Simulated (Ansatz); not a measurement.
Crystal: TiCo3.

```
CELL_PARAMETERS angstrom
3.57100 0.00000 0.00000
0.00000 3.57100 0.00000
0.00000 0.00000 3.57100
ATOMIC_POSITIONS crystal
Co 0.50000 0.50000 0.00000
Co 0.50000 0.00000 0.50000
Co 0.00000 0.50000 0.50000
Ti 0.00000 0.00000 0.00000
```

Base run:

- Program: Ansatz 0.2.0
- Functional: PBEsol
- Potentials or basis: all-electron LAPW, non-relativistic
- Cutoff: 276 eV (chosen from the basis error)
- Basis error allowed: 0.002 eV/atom
- k mesh: 8 × 8 × 8
- Occupations: fermi-dirac, width 0.05 eV
- Spin: collinear spin, ferromagnetic start
- Starting moments: [2.0, 2.0, 2.0, 1.0] μB

Its results: pressure -0.9 GPa; net moment 2.50 μB per cell; site moments Co +1.00; Ti -0.37 μB.

The run is repeated on the same cell with these changes: potentials or basis from all-electron LAPW, non-relativistic to all-electron LAPW, inner shells corrected to Dirac's equation. What comes out?

Pressure -3.9 GPa; net moment 2.51 μB per cell; site moments Co +1.00; Ti -0.37 μB.

Caveats: the starting moments weren't kept.
